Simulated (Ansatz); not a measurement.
Calculation for Zn (simple hexagonal type): DFT, PBE, all-electron LAPW, scalar-relativistic (Ansatz 0.2.0). This run: simple hexagonal relaxed under pressure.

The cell comes from a relaxation on PAW files under the same functional, begun from a prototype that needn't be the stable phase.

Command: `ansatz run input.yaml --threads 1 --pin off --max-ram 3584MiB --backend cpu --events-out ev --progress --plain --runs-dir out` It took 57 s on 1 thread of Intel(R) Xeon(R) 6975P-C (Granite Rapids) (shared host), peak memory 0.83 GiB.

```yaml
crystal:
  lattice:
    - [2.004587608, 0.0, 0.0]
    - [-1.002293804, 1.7360237926, 0.0]
    - [0.0, 0.0, 1.9563620301]
  atoms:
    - { symbol: Zn, position: [0.0, 0.0, 0.0] }
kpoints:
  mp_grid: { grid: [22, 22, 20] }
scf:
  occupations: { method: fermi_dirac, width: 0.05 }
hamiltonian:
  xc: pbe
  pseudopotentials: { kind: all_electron, lapw: { basis_error: 0.0005 } }
output:
  forces: true
  stress: true
  eigenvalues: true
relax:
  f_tol: 0.005
  max_steps: 12
  cell: { p_target: 490.0, stress_tol: 0.245 }
```

Output:

```
The last accepted step is kept in <dir> (removed where the run ends without a failure and the disk answers)
LAPW: plane waves up to 12.841 Å⁻¹, error target 5.0e-4 eV per atom; small_component_spin mean_spin; Zn in spheres of 0.949 Å, 20 of its electrons in bands, Dirac shells [] (how accurate: hamiltonian.pseudopotentials.lapw.basis_error, Limitations)
Engine: ansatz 0.2.0
Pseudopotentials: kind: all_electron
Pseudopotential: Zn, LAPW, valence charge 20, lapw/all_electron/scalar/gaussian/Zn, Koelling and Harmon's equation, gaussian nucleus
Functional definition: PBE
  parameter kappa = 0.804
  parameter beta = 0.06672455060314922
  exchange = pbe_x(kappa = kappa, mu = beta*pi^2/3)
  correlation = pbe_c(beta = beta)
Crystal: 1 atoms, lattice volume = 6.808 Å³
Basis set: ecut = 628.2513062627814 eV, 229 PW (Γ), exchange–correlation at level 2
Bands: 14, of which v1, the nominal top of the filled ones, is band 10 counted from 1 (9 counted from 0)
Symmetry: 24 space group operations
Space group: P6/mmm (ITA 191), of the structure as read, at distance tolerance 1.9e-5 Å
k-points: 572 of 9680
Non-local potential: Zn, projectors of the file, none
Initial density: superposition of atomic densities (chi_scale 0.1, normalization cell)
Initial wavefunctions: plane waves of lowest kinetic energy (no species holds an atomic orbital)
Functional: x = pbe(κ = 0.804, μ = 0.2195149727645171), c = pbe(β = 0.06672455060314922)
iter 1 solved again at ethr=8.07e-4 eV; its pass at ethr=1.00e-1 eV (dr2=1.61e-1 eV) is discarded
SCF iter   1: F=—  HF=-48866.836553 eV  |F-HF|=—  |Δ(HF+E_count)|=         —  Δρ=7.45e-2  dr2=1.62e-1  ethr=8.07e-4  ⟨swp⟩=2.5  Hψ=54431  notcnv=0
preconditioner: auto → none  [metal: Δε(μ)=0.036 eV  Ē_g=27.226 eV  σ=0.050 eV  W_gap=0.18  n_scr=2 (ndim 8)  ℏωp=49.3 eV  f_vac=0.000  D(μ)=0.20/eV (n_scr^D=0)  sad-step TF]
iter 2 solved again at ethr=7.20e-5 eV; its pass at ethr=8.07e-4 eV (dr2=1.44e-2 eV) is discarded
SCF iter   2: F=—  HF=-48866.605561 eV  |F-HF|=—  |Δ(HF+E_count)|=   2.31e-1  Δρ=1.90e-2  dr2=1.44e-2  ethr=7.20e-5  ⟨swp⟩=2.0  Hψ=40708  notcnv=0
SCF iter   3: F=—  HF=-48866.515061 eV  |F-HF|=—  |Δ(HF+E_count)|=   9.05e-2  Δρ=1.97e-2  dr2=1.24e-2  ethr=7.20e-5  ⟨swp⟩=2.1  Hψ=23508  notcnv=0
SCF iter   4: F=—  HF=-48866.508384 eV  |F-HF|=—  |Δ(HF+E_count)|=         —  Δρ=2.30e-3  dr2=1.56e-4  ethr=6.21e-5  ⟨swp⟩=2.0  Hψ=22658  notcnv=0
the basis was enlarged: its passes take 290.1 KiB over the memory plan, 1 of 1 planned eigensolver slots
SCF iter   5: F=—  HF=-48866.508398 eV  |F-HF|=—  |Δ(HF+E_count)|=   1.44e-5  Δρ=1.36e-4  dr2=6.98e-7  ethr=7.80e-7  ⟨swp⟩=2.0  Hψ=21255  notcnv=0
SCF iter   6: F=-48866.508396 eV  HF=-48866.508396 eV  |F-HF|=1.02e-8  |Δ(HF+E_count)|=   1.86e-6  Δρ=2.41e-5  dr2=1.76e-8  ethr=3.49e-9  ⟨swp⟩=2.7  Hψ=22047  notcnv=0
SCF 1 converged in 6 iterations: F = -48866.508396 eV  dr2 = 1.76e-8
relax step   1: F+E_penalty+E_count = -48866.50839620 eV  Δ(F+E_penalty+E_count) = +0.000e0 eV  max|allowed force component| = 0.000e0 eV/Å  Δτ_max = 0.0000 Å  P = +490.613 GPa  Ω = 6.808 Å³  (6 SCF iters, accepted)
Crystal: 1 atoms, lattice volume = 6.812 Å³
Basis set: ecut = 628.0114566323839 eV, 229 PW (Γ), exchange–correlation at level 2
Initial density: handed on by an earlier stage of this run
Initial wavefunctions: those handed on with the density
iter 1 solved again at ethr=5.20e-10 eV; its pass at ethr=1.00e-1 eV (dr2=1.04e-7 eV) is discarded
SCF iter   1: F=—  HF=-48866.520329 eV  |F-HF|=—  |Δ(HF+E_count)|=         —  Δρ=3.17e-5  dr2=3.52e-8  ethr=5.20e-10  ⟨swp⟩=5.0  Hψ=49972  notcnv=0
preconditioner: auto → none  [metal: Δε(μ)=0.010 eV  Ē_g=28.101 eV  σ=0.050 eV  W_gap=0.05  n_scr=2 (ndim 8)  ℏωp=49.3 eV  f_vac=0.000  D(μ)=0.28/eV (n_scr^D=0)]
SCF iter   2: F=-48866.520329 eV  HF=-48866.520329 eV  |F-HF|=4.48e-9  |Δ(HF+E_count)|=   5.83e-8  Δρ=1.50e-5  dr2=7.94e-9  ethr=1.76e-10  ⟨swp⟩=2.0  Hψ=21222  notcnv=0
SCF 2 converged in 2 iterations: F = -48866.520329 eV  dr2 = 7.94e-9
relax step   2: F+E_penalty+E_count = -48866.52032889 eV  Δ(F+E_penalty+E_count) = -1.193e-2 eV  max|allowed force component| = 0.000e0 eV/Å  Δτ_max = 0.0000 Å  P = +489.612 GPa  Ω = 6.812 Å³  (2 SCF iters, accepted)
Crystal: 1 atoms, lattice volume = 6.811 Å³
Basis set: ecut = 628.1036642714415 eV, 229 PW (Γ), exchange–correlation at level 2
iter 1 solved again at ethr=2.19e-11 eV; its pass at ethr=1.00e-1 eV (dr2=4.38e-9 eV) is discarded
SCF iter   1: F=—  HF=-48866.515743 eV  |F-HF|=—  |Δ(HF+E_count)|=         —  Δρ=1.19e-5  dr2=3.92e-9  ethr=2.19e-11  ⟨swp⟩=5.0  Hψ=48819  notcnv=0
preconditioner: auto → none  [metal: Δε(μ)=0.010 eV  Ē_g=28.105 eV  σ=0.050 eV  W_gap=0.05  n_scr=2 (ndim 8)  ℏωp=49.3 eV  f_vac=0.000  D(μ)=0.28/eV (n_scr^D=0)]
SCF iter   2: F=-48866.515743 eV  HF=-48866.515743 eV  |F-HF|=3.52e-9  |Δ(HF+E_count)|=   4.35e-8  Δρ=6.36e-6  dr2=7.19e-10  ethr=1.96e-11  ⟨swp⟩=2.0  Hψ=21222  notcnv=0
SCF 3 converged in 2 iterations: F = -48866.515743 eV  dr2 = 7.19e-10
relax step   3: F+E_penalty+E_count = -48866.51574323 eV  Δ(F+E_penalty+E_count) = +4.586e-3 eV  max|allowed force component| = 0.000e0 eV/Å  Δτ_max = 0.0000 Å  P = +489.994 GPa  Ω = 6.811 Å³  (2 SCF iters, accepted)
iter 1 solved again at ethr=3.64e-12 eV; its pass at ethr=1.00e-1 eV (dr2=7.27e-10 eV) is discarded
SCF iter   1: F=—  HF=-48866.515743 eV  |F-HF|=—  |Δ(HF+E_count)|=         —  Δρ=6.36e-6  dr2=7.19e-10  ethr=3.64e-12  ⟨swp⟩=3.0  Hψ=38642  notcnv=0  reapply=7
SCF iter   2: F=-48866.515743 eV  HF=-48866.515743 eV  |F-HF|=1.49e-9  |Δ(HF+E_count)|=   4.25e-8  Δρ=2.88e-6  dr2=2.26e-10  ethr=3.60e-12  ⟨swp⟩=3.0  Hψ=22452  notcnv=0
SCF 4 converged in 2 iterations: F = -48866.515743 eV  dr2 = 2.26e-10
relax step   4: F+E_penalty+E_count = -48866.51574321 eV  Δ(F+E_penalty+E_count) = +2.623e-8 eV  max|allowed force component| = 0.000e0 eV/Å  Δτ_max = 0.0000 Å  P = +489.994 GPa  Ω = 6.811 Å³  stress off target by 3.79e-2 GPa  SCF on the basis re-selected at this cell (its energy is not comparable with the rows above)  (2 SCF iters)
basis re-selected at this cell: Δ(F+E_penalty+E_count) = +2.623e-8 eV, ΔP = +0.000 GPa vs the last step (what re-selecting the basis moved, after the strain that the cell walked since its last selection, with what the two solves' SCF thresholds leave and, on support functions, any second-order correction that the steps lacked; it is no measure of the basis error at this ecutwfc). This SCF's stress stands 3.79e-2 GPa from its target on what of the cell is left free (relax.cell.stress_tol is 2.45e-1 GPa) and its largest allowed force component is 0.00e0 eV/Å (relax.f_tol is 5.00e-3 eV/Å): within both
SCF converged after 2 iterations
Free energy (F): -48866.515743 eV
Harris-Foulkes:  -48866.515743 eV  (|F-HF|=1.49e-9)
Internal energy: -48866.513566 eV  (E = F + TS)
E sigma→0 (E₀):  -48866.514655 eV
Entropy (-TS):   -0.002177 eV (-2.177 meV/atom)
Fermi energy:    37.053385 eV
--- Per-component energies (eV) ---
  E_band       = -181.398458
  E_kinetic    = 49828.076687
  E_xc         = -1959.296267
  E_electrostatic = -96735.293986  (all electrons and nuclei)
  E_smearing   = -0.002177  (= −TS)
  E_closure    = 0.000000  (closes the sum)
  E_atoms      = -48871.914906  (free atoms, spherical and without spin; not in F)
  Σ components = -48866.515743   (vs F -48866.515743, Δ=0.00e0)
  Basis errors (estimates in eV, not in F): energy 1.6e-4 per atom: plane waves 1.4e-4 (7.8e-5 summed), levels above the bands 7.3e-172, relativity 2.4e-8, radial functions 1.7e-5, core shells 9.1e-8; eigenvalues (radial functions only) 1.8e-6; not estimated: angular momenta, meshes, grids; target (lapw.basis_error) 5.0e-4; muffin-tin radii Zn 0.949 Å
--- Forces (eV/Å), atoms counted from 1 ---
  atom   1  Zn     0.00000000    -0.00000000     0.00000000
  max |Σ_I F_I| component: 1.31e-31 eV/Å
--- Stress (GPa, compression-positive) ---
      490.010226       0.000000       0.000000
        0.000000     490.010226       0.000000
        0.000000       0.000000     489.962067
  P = ⅓ Tr σ = 489.9942 GPa (4899.942 kbar)
--- Band table (eV; the first three rows and the last of 572) ---
  k-point 0: bands = ["-94.4632", "-48.2806", "-48.1882", "-48.1882", "16.6913", "21.1521", "23.8113", "23.8113", "26.6424", "26.6424", "55.0182", "60.0708", "61.5504", "67.4486"]
  k-point 1: bands = ["-94.4608", "-48.2969", "-48.1869", "-48.1869", "16.7946", "21.2077", "23.8206", "23.8206", "26.6051", "26.6051", "53.6331", "60.1606", "62.9829", "67.6119"]
  k-point 2: bands = ["-94.4539", "-48.3441", "-48.1832", "-48.1832", "17.0985", "21.3742", "23.8474", "23.8474", "26.4976", "26.4976", "50.9811", "60.4288", "65.7270", "68.0960"]
  k-point 571: bands = ["-94.2088", "-48.7960", "-48.6623", "-48.5978", "21.8088", "22.2825", "23.9928", "24.4805", "27.3007", "42.5995", "43.6887", "45.8108", "47.2206", "47.6758"]
--- Relaxed structure (3 steps of the walk, 3 accepted, 1 SCFs on fresh bases) ---
  F+E_penalty+E_count = -48866.51574321 eV   max|allowed force component| = 0.000e0 eV/Å   (the final SCF, on the basis selected at the relaxed cell)
  cell:  # Å, volume = 6.8106 Å³
    - [2.004888549183568, 0.0, 0.0]
    - [-1.002444274591784, 1.7362844153494972, 0.0]
    - [0.0, 0.0, 1.9564643866702698]
  atoms:
    - { symbol: Zn, position: [0.0, 0.0, 0.0] }
```

Next run (omega relaxed under pressure), as changes to the input before:

```diff
   lattice:
-    - [2.004587608, 0.0, 0.0]
-    - [-1.002293804, 1.7360237926, 0.0]
-    - [0.0, 0.0, 1.9563620301]
+    - [3.3555566175, 0.0, 0.0]
+    - [-1.6777783088, 2.9059972746, 0.0]
+    - [0.0, 0.0, 2.0295578494]
   atoms:
+    - { symbol: Zn, position: [0.3333333333, 0.6666666667, 0.5] }
+    - { symbol: Zn, position: [0.6666666667, 0.3333333333, 0.5] }
 kpoints:
-  mp_grid: { grid: [22, 22, 20] }
+  mp_grid: { grid: [11, 11, 15] }
 scf:
```

Command: `ansatz run input.yaml --threads 1 --pin off --max-ram 3584MiB --backend cpu --events-out ev --progress --plain --runs-dir out` It took 73 s on 1 thread of Intel(R) Xeon(R) 6975P-C (Granite Rapids), with other jobs on the host, peak memory 0.85 GiB.

Results part of the output:

```
basis re-selected at this cell: Δ(F+E_penalty+E_count) = +3.334e-7 eV, ΔP = +0.001 GPa vs the last step (what re-selecting the basis moved, after the strain that the cell walked since its last selection, with what the two solves' SCF thresholds leave and, on support functions, any second-order correction that the steps lacked; it is no measure of the basis error at this ecutwfc). This SCF's stress stands 6.60e-2 GPa from its target on what of the cell is left free (relax.cell.stress_tol is 2.45e-1 GPa) and its largest allowed force component is 1.48e-16 eV/Å (relax.f_tol is 5.00e-3 eV/Å): within both
SCF converged after 2 iterations
Free energy (F): -146601.090849 eV
Harris-Foulkes:  -146601.090849 eV  (|F-HF|=1.98e-8)
Internal energy: -146601.087114 eV  (E = F + TS)
E sigma→0 (E₀):  -146601.088982 eV
Entropy (-TS):   -0.003735 eV (-1.245 meV/atom)
Fermi energy:    39.155905 eV
--- Per-component energies (eV) ---
  E_band       = -469.990591
  E_kinetic    = 149479.571733
  E_xc         = -5878.477978
  E_electrostatic = -290202.180869  (all electrons and nuclei)
  E_smearing   = -0.003735  (= −TS)
  E_closure    = 0.000000  (closes the sum)
  E_atoms      = -146615.744717  (free atoms, spherical and without spin; not in F)
  Σ components = -146601.090849   (vs F -146601.090849, Δ=0.00e0)
[... lines left out ...]
        0.000000       0.000000     489.934043
  P = ⅓ Tr σ = 490.0000 GPa (4900.000 kbar)
--- Band table (eV; the first three rows and the last of 128) ---
  k-point 0: bands = ["-93.1810", "-93.0060", "-92.9739", "-47.5401", "-47.5401", "-47.2602", "-47.2602", "-47.0861", "-46.9508", "-46.9508", "-46.9500", "-46.9488", "17.4063", "22.1208", "24.0603", "24.0603", "24.1211", "24.1211", "24.2737", "24.6270", "25.4411", "25.4411", "26.2000", "26.2000", "26.2681", "26.2681", "27.9248", "27.9248", "38.1173", "38.1173", "38.1526", "38.1526", "42.6272", "42.7728", "53.0503", "61.8895"]
  k-point 1: bands = ["-93.1778", "-93.0034", "-92.9717", "-47.5378", "-47.5378", "-47.2551", "-47.2551", "-47.1048", "-46.9712", "-46.9674", "-46.9521", "-46.9521", "17.5817", "22.2316", "23.9741", "23.9741", "24.0460", "24.0460", "24.4324", "24.7377", "25.3660", "25.3660", "26.2592", "26.2592", "26.3125", "26.3125", "27.8813", "27.8813", "38.3145", "38.3145", "38.3277", "38.3277", "42.6520", "42.8061", "51.4239", "63.7525"]
  k-point 2: bands = ["-93.1685", "-92.9962", "-92.9658", "-47.5314", "-47.5314", "-47.2403", "-47.2403", "-47.1574", "-47.0308", "-47.0200", "-46.9563", "-46.9563", "18.0956", "22.5428", "23.7212", "23.7212", "23.8407", "23.8407", "24.8903", "25.0676", "25.2625", "25.2625", "26.2177", "26.2177", "26.5367", "26.5367", "27.7776", "27.7776", "38.8370", "38.8370", "38.8864", "38.8864", "42.6649", "42.9039", "48.4102", "61.8188"]
  k-point 127: bands = ["-93.0346", "-93.0183", "-92.9263", "-47.6378", "-47.4740", "-47.4501", "-47.3504", "-47.2802", "-47.2298", "-47.0732", "-47.0627", "-46.9748", "21.7125", "22.9480", "23.1760", "23.4475", "23.5694", "23.7917", "24.6649", "25.1419", "25.6450", "25.6500", "26.3830", "27.7381", "27.8801", "28.1374", "28.1758", "31.7741", "33.6567", "35.1403", "38.9004", "39.4064", "40.7412", "50.1070", "51.5072", "52.9539"]
--- Relaxed structure (2 steps of the walk, 2 accepted, 1 SCFs on fresh bases) ---
  F+E_penalty+E_count = -146601.09084931 eV   max|allowed force component| = 1.480e-16 eV/Å   (the final SCF, on the basis selected at the relaxed cell)
  cell:  # Å, volume = 19.7922 Å³
    - [3.355810872638552, 2.886969404842751e-11, 0.0]
    - [-1.677905436344278, 2.9062174659865767, 0.0]
    - [0.0, 0.0, 2.0294018536225344]
  atoms:
    - { symbol: Zn, position: [6.5629119760205495e-37, -5.752979201490575e-38, 0.0] }
    - { symbol: Zn, position: [0.3333333333333333, 0.6666666666666665, 0.5] }
    - { symbol: Zn, position: [0.6666666666666665, 0.3333333333333333, 0.5] }
```
